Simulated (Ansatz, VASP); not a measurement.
**AlNi: VASP beside Ansatz**

```xyz
2
Lattice="0.0000 2.1775 2.1775 2.1775 0.0000 2.1775 2.1775 2.1775 0.0000" Properties=species:S:1:pos:R:3 pbc="T T T"
Ni    0.0000    0.0000    0.0000
Al    2.1775    2.1775    2.1775
```

Change from the starting cell: volume scaled by 0.72, PAW files.

Alike in both runs: task single point; functional PBE; k mesh 15 × 15 × 15; occupations fermi-dirac, width 0.1 eV; no spin polarisation.

```csv
,VASP,Ansatz
version,VASP 6.6.1,Ansatz 0.2.0
potentials or method,"VASP PAW PBE potentials, release 64 (Ni, Al)","PAW with Ansatz's default frozen-core files, scalar-relativistic"
plane-wave cutoff (eV),520,420
valence electrons in the cell,13,21
```

|  | VASP | Ansatz | Ansatz less VASP |
| --- | --- | --- | --- |
| pressure (GPa) | 72.4 | 72.5 | +0.07 |

The functional is the same, so the differences come from potentials, cutoffs and numerics. The two sets of potentials don't hold the same shells in valence.

Caveats: the cell as given lies far from equilibrium; so large a pressure means that the cell lies far from this level's equilibrium, or that cutoff or potentials fall short (VASP). Spin polarisation is off, so any magnetic state and its effect on volume and gap are missing.
